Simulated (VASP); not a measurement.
# Ag (Im-3m) in VASP: equation of state, part 2 of 2

VASP 6.6.1.

**3. Equation of state, PBE, 17.43 Å³/atom (volume scaled by 0.96)**

The input, INCAR:

```
SYSTEM = Ag
PREC = Accurate
ENCUT = 520
EDIFF = 1E-7
ISMEAR = -1
SIGMA = 0.05
LREAL = .False.
LASPH = .True.
NELM = 60
ALGO = Normal
ISIF = 2
LWAVE = .False.
LCHARG = .False.
GGA = PE
NBANDS = 12
```

The input, KPOINTS:

```
Automatic mesh
0
Gamma
  11 11 11
  0 0 0
```

The input, POSCAR:

```
Ag
1.0
   -1.6332775543      1.6332775543      1.6332775543
    1.6332775543     -1.6332775543      1.6332775543
    1.6332775543      1.6332775543     -1.6332775543
Ag
1
Direct
    0.0000000000      0.0000000000      0.0000000000
```

Potentials or basis: VASP PAW PBE potentials, release 64 (Ag).

Launch:

```bash
cat potpaw_PBE.64/Ag/POTCAR > POTCAR
mpirun -np 1 vasp_std > vasp.out
```

Run time: 6 s. Hardware: 1 thread of Intel Xeon Platinum 8559C (Emerald Rapids), shared host; peak memory 0.14 GiB.

It converged, with:

| Quantity | Value |
| --- | --- |
| Free energy | -2.6912 eV |
| Pressure | 3.0 GPa |
| Band gap on the k mesh | none (metal or under the smearing width) |

**4. Equation of state, PBE, 17.79 Å³/atom (volume scaled by 0.98)**

The input, INCAR:

```
ALGO = Normal
EDIFF = 1E-7
ENCUT = 520
GGA = PE
ISIF = 2
ISMEAR = -1
LASPH = True
LCHARG = False
LREAL = False
LWAVE = False
NBANDS = 12
NELM = 100
PREC = Accurate
SIGMA = 0.05
```

The input, KPOINTS:

```
k-points
0
Gamma
  11 11 11
```

The input, POSCAR:

```
Ag
1.0
   -1.6445418934      1.6445418934      1.6445418934
    1.6445418934     -1.6445418934      1.6445418934
    1.6445418934      1.6445418934     -1.6445418934
Ag
1
Direct
    0.0000000000      0.0000000000      0.0000000000
```

Launch:

```bash
cat potpaw_PBE.64/Ag/POTCAR > POTCAR
mpirun -np 1 vasp_std > vasp.out
```

Run time: 6.2 s. Hardware: 1 thread of Intel Xeon Platinum 8559C (Emerald Rapids), shared host; peak memory 0.14 GiB.

The run converged. Its results:

```yaml
Free_energy: -2.6957 eV
Pressure: 0.9 GPa
Band_gap_on_the_k_mesh: none (metal or under the smearing width)
```

**5. Equation of state, PBE, 18.52 Å³/atom (volume scaled by 1.02)**

The input, INCAR:

```
  ALGO = Normal
  EDIFF = 1E-7
  ENCUT = 520
  GGA = PE
  ISIF = 2
  ISMEAR = -1
  LASPH = T
  LCHARG = F
  LREAL = F
  LWAVE = F
  NBANDS = 12
  NELM = 100
  PREC = Accurate
  SIGMA = 0.05
```

KPOINTS is that of step 4.

The input, POSCAR:

```
Ag
1.0
   -1.6666189156      1.6666189156      1.6666189156
    1.6666189156     -1.6666189156      1.6666189156
    1.6666189156      1.6666189156     -1.6666189156
Ag
1
Direct
    0.0000000000      0.0000000000      0.0000000000
```

Potentials or basis: VASP PAW PBE potentials, release 64 (Ag).

Launch:

```bash
cat potpaw_PBE.64/Ag/POTCAR > POTCAR
mpirun -np 1 vasp_std > vasp.out
```

OUTCAR:

```text
EDIFF = 1E-7
   ENCUT = 520
   GGA = PE
   ISIF = 2
   ISMEAR = -1
   LASPH = T
   LREAL = F
   NELM = 100
   PREC = Accurate

 ion  position               nearest neighbor table
   1  0.000  0.000  0.000-

  LATTYP: Found a body centered cubic cell.
 ALAT       =     3.3332378312

  Lattice vectors:

 A1 = (  -1.6666189156,   1.6666189156,   1.6666189156)
 A2 = (   1.6666189156,  -1.6666189156,   1.6666189156)
 A3 = (   1.6666189156,   1.6666189156,  -1.6666189156)

Analysis of symmetry for initial positions (statically):
=====================================================================
 Subroutine PRICEL returns:
 Original cell was already a primitive cell.

 Routine SETGRP: Setting up the symmetry group for a
 body centered cubic supercell.

 Subroutine GETGRP returns: Found 48 space group operations
 (whereof 48 operations were pure point group operations)
 out of a pool of 48 trial point group operations.

The static configuration has the point symmetry O_h .

Analysis of symmetry for dynamics (positions and initial velocities):
=====================================================================
 Subroutine PRICEL returns:
[... 187 lines left out ...]
 Fermi energy:         7.3259163397

 k-point     1 :       0.0000    0.0000    0.0000
  band No.  band energies     occupation
      1       0.1617      2.00000
      2       2.7086      2.00000
      3       2.7086      2.00000
      4       2.7086      2.00000
      5       3.8720      2.00000
      6       3.8720      2.00000
      7      25.0096      0.00000
      8      25.0096      0.00000
      9      25.0096      0.00000
     10      30.0832      0.00000
     11      30.0832      0.00000
     12      30.0832      0.00000
[... 571 lines left out ...]
 k-point    40 :       0.2727    0.2727    0.1818
  band No.  band energies     occupation
      1       2.2172      2.00000
      2       2.5950      2.00000
      3       2.5950      2.00000
      4       3.9895      2.00000
      5       3.9895      2.00000
      6      12.4035      0.00000
      7      12.7341      0.00000
      8      12.7341      0.00000
      9      15.2749      0.00000
     10      33.0514      0.00000
     11      33.0514      0.00000
     12      35.7140      0.00000

 [... further k-points ...]
[... 5 lines left out ...]
  --------------------------------------------------------------------------------------
  -------------------------------------------------------------------------------------
  Total       -0.2893373     -0.2893373     -0.2893373      0.0000000      0.0000000      0.0000000
  in kB      -25.0349156    -25.0349156    -25.0349156      0.0000000      0.0000000      0.0000000
  external PRESSURE =     -25.0349156 kB  Pullay stress =       0.0000000 kB

 VOLUME and BASIS-vectors are now :
 -----------------------------------------------------------------------------
  energy-cutoff  :      520.00
  volume of cell :       18.52
      direct lattice vectors                 reciprocal lattice vectors
    -1.666618916  1.666618916  1.666618916     0.000000000  0.300008595  0.300008595
     1.666618916 -1.666618916  1.666618916     0.300008595  0.000000000  0.300008595
     1.666618916  1.666618916 -1.666618916     0.300008595  0.300008595  0.000000000

 POSITION                                       TOTAL-FORCE (eV/Angst)
 -----------------------------------------------------------------------------------
      0.00000      0.00000      0.00000        -0.000000     -0.000000     -0.000000
 -----------------------------------------------------------------------------------
    total drift:                                0.000000      0.000000     -0.000000

  FREE ENERGIE OF THE ION-ELECTRON SYSTEM (eV)
  ---------------------------------------------------
  free  energy   TOTEN  =        -2.6920335859 eV

  energy  without entropy=       -2.6887330450  energy(sigma->0) =       -2.69038332
```

It took 6.5 s on 1 thread of Intel Xeon Platinum 8559C (Emerald Rapids), shared host; peak memory 0.14 GiB.

Results:

| Quantity | Value |
| --- | --- |
| Free energy | -2.6920 eV |
| Pressure | -2.5 GPa |
| Band gap on the k mesh | none (metal or under the smearing width) |

**6. Equation of state, PBE, 18.88 Å³/atom (volume scaled by 1.04)**

The input, INCAR:

```
SYSTEM = Ag
PREC = Accurate ; ENCUT = 520
EDIFF = 1E-7 ; ISMEAR = -1
SIGMA = 0.05 ; LREAL = .FALSE.
LASPH = .TRUE. ; NELM = 100
ALGO = Normal ; ISIF = 2
LWAVE = .FALSE. ; LCHARG = .FALSE.
GGA = PE ; NBANDS = 12
```

The input, KPOINTS:

```
regular mesh
0
G
  11 11 11
  0 0 0
```

The input, POSCAR:

```
Ag
1.0
   -1.6774414196      1.6774414196      1.6774414196
    1.6774414196     -1.6774414196      1.6774414196
    1.6774414196      1.6774414196     -1.6774414196
Ag
1
Direct
    0.0000000000      0.0000000000      0.0000000000
```

Potentials or basis: VASP PAW PBE potentials, release 64 (Ag).

Launch:

```bash
cat potpaw_PBE.64/Ag/POTCAR > POTCAR
mpirun -np 1 vasp_std > vasp.out
```

Wall time 6.1 s (1 thread of Intel Xeon Platinum 8559C (Emerald Rapids), shared host); peak memory 0.14 GiB.

The run converged. Its results:

- Free energy: -2.6849 eV
- Pressure: -3.9 GPa
- Band gap on the k mesh: none (metal or under the smearing width)

**7. Equation of state, PBE, 19.24 Å³/atom (volume scaled by 1.06)**

The input, INCAR:

```
SYSTEM = Ag
PREC = Accurate
ENCUT = 520
EDIFF = 1E-7
ISMEAR = -1
SIGMA = 0.05
LREAL = .FALSE.
LASPH = .TRUE.
NELM = 100
ALGO = Normal
ISIF = 2
LWAVE = .FALSE.
LCHARG = .FALSE.
GGA = PE
NBANDS = 12
```

The input, KPOINTS:

```
Automatic mesh
0
G
  11 11 11
  0 0 0
```

The input, POSCAR:

```
Ag
1.0
   -1.6881260479      1.6881260479      1.6881260479
    1.6881260479     -1.6881260479      1.6881260479
    1.6881260479      1.6881260479     -1.6881260479
Ag
1
Direct
    0.0000000000      0.0000000000      0.0000000000
```

Launch:

```bash
cat potpaw_PBE.64/Ag/POTCAR > POTCAR
mpirun -np 1 vasp_std > vasp.out
```

It took 6.2 s on 1 thread of Intel Xeon Platinum 8559C (Emerald Rapids), shared host; peak memory 0.13 GiB.

Results (log left out):

```
Free energy            : -2.6749 eV
Pressure               : -5.1 GPa
Band gap on the k mesh : none (metal or under the smearing width)
```

**8. Equation of state, PBE**

Potentials or basis: VASP PAW PBE potentials, release 64 (Ag).

No new run: the results of the series are fitted here.

What came out:

- Equilibrium volume: 17.98 Å³/atom
- Bulk modulus: 89 GPa
- Pressure derivative of the bulk modulus: 5.7

Energy against volume, from the lowest point:
```csv
volume (Å³/atom),energy (meV/atom)
17.065,14.08
17.428,4.57
17.791,0.09
18.154,0.00
18.517,3.76
18.880,10.85
19.243,20.86
```
